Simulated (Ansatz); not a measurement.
Method: Ansatz, DFT PBE, scalar-relativistic, plane waves, PAW. All cells share a 420 eV cutoff and Γ-centred k meshes spaced at most about 0.3 Å⁻¹ (about 0.25 or finer for metals, 2π included). No spin polarisation in the final relaxations.

All energies are static (0 K, no zero-point motion). All come from trial cells, and lower structures may exist.

**Question.** Order these relaxed structures of Sb by energy, lowest first, with the energy over the lowest of them.
A.

Space group P6/mmm (No. 191). a = 3.283 Å, b = 3.283 Å, c = 3.124 Å, α = 90.00°, β = 90.00°, γ = 120.00°
```tsv
atom	site	symmetry	x	y	z
Sb	1b	6/mmm	0.0000	0.0000	0.5000
```

B.

Space group Pm-3m (No. 221). a = 3.110 Å, b = 3.110 Å, c = 3.110 Å, α = 90.00°, β = 90.00°, γ = 90.00°
```json
{"atom": "Sb", "site": "1b", "symmetry": "m-3m", "x": "0.5000", "y": "0.5000", "z": "0.5000"}
```

**Answer.** B (0 meV/atom), A (105 meV/atom). Forms: B simple cubic type, Pm-3m; A simple hexagonal type, P6/mmm. Counting all near atoms (those within 1.25 times the shortest such distance or 1.15 times the sum of covalent radii): B has Sb 6; A has Sb 8.

Spin–orbit coupling, which can matter for Sb, is left out. Cells relaxed within their symmetry can be saddle points. The part of the Crystallography Open Database at hand lists Sb in space groups No. 139, 166, 194, 221, 225 and others; sharing a group (Pm-3m) doesn't make a cell the listed structure. Some candidate types were left out of the draw beforehand, so a known form may be missing.
